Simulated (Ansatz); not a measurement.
AlGa₃N₄ (P-43m), an elastic constant from a strain scan

These are results of DFT r2SCAN, scalar-relativistic, plane waves, PAW (Ansatz), not measurements. Cutoff 500 eV, Γ-centred 6×6×6 k-points, Gaussian smearing of 0.05 eV. No spin polarisation. Energies are free energies at this smearing, counted from the undisturbed cell; pressure is positive in compression.

Reference structure (relaxed at this level; it needn't be the usual structure):

```
CELL_PARAMETERS angstrom
4.46534 0.00000 0.00000
0.00000 4.46534 0.00000
0.00000 0.00000 4.46534
ATOMIC_POSITIONS crystal
Al 0.00000 0.00000 0.00000
Ga 0.50000 0.50000 0.00000
Ga 0.50000 0.00000 0.50000
Ga 0.00000 0.50000 0.50000
N 0.75535 0.75535 0.24465
N 0.75535 0.24465 0.75535
N 0.24465 0.75535 0.75535
N 0.24465 0.24465 0.24465
```

The cell is strained by ε times the Voigt pattern (1, -1, 0, 0, 0, 0) (xx, yy, zz, yz, xz, xy; engineering shear) with fractional coordinates fixed. The cell holds 8 atoms in V0 = 89.04 Å³. The stress column is τ = (1/V0) dE/dε, got from the stress tensor σ (compression positive) at each point as −det(1 + εP) σ : P(1 + εP)⁻¹, with P the pattern as a tensor.

```
      ε  ΔE (meV/atom)  τ (GPa)
-0.1312        167.186  -37.815
-0.1125        121.931  -31.907
-0.0937         84.002  -26.214
-0.0750         53.519  -20.750
-0.0562         29.922  -15.414
-0.0375         13.281  -10.222
-0.0187          3.297   -5.078
 0.0000          0.000    0.000
 0.0187          3.297    5.078
 0.0375         13.281   10.222
 0.0562         29.922   15.414
 0.0750         53.519   20.750
 0.0937         84.002   26.214
 0.1125        121.931   31.907
 0.1312        167.186   37.815
 0.1500              ?        ?
```

Task: Which combination of elastic constants does this scan measure, and how large is it?

Result: For small ε, τ = τ0 + Kε with K = pᵀCp, which for this pattern is 2(C11 − C12) in the cubic axes. The parabola through τ at ε = -0.0187, 0 and 0.0187 has slope K = 272 GPa at zero. The energies per cell, E = NΔE, of the same two points give K = 2[E(ε₊)/ε₊ − E(ε₋)/ε₋]/[(ε₊ − ε₋)V0] = 271 GPa, in agreement. These are clamped-ion values.

Task: Predict the withheld row at ε = 0.1500 from the harmonic law, and compare.

Result: ΔE = V0(τ0 ε + Kε²/2)/N = 212.228 meV/atom and τ = 40.74 GPa. The calculation gives 220.605 meV/atom and 44.05 GPa, a miss of 3.9 % of the harmonic energy, so the harmonic law still holds here.

Forces appear on the atoms along this scan, and letting them relax would lower the energy and soften the response.

Cost: 9 runs of about 5.8 core-minutes in all, on Arm Neoverse V2 (shared hosts).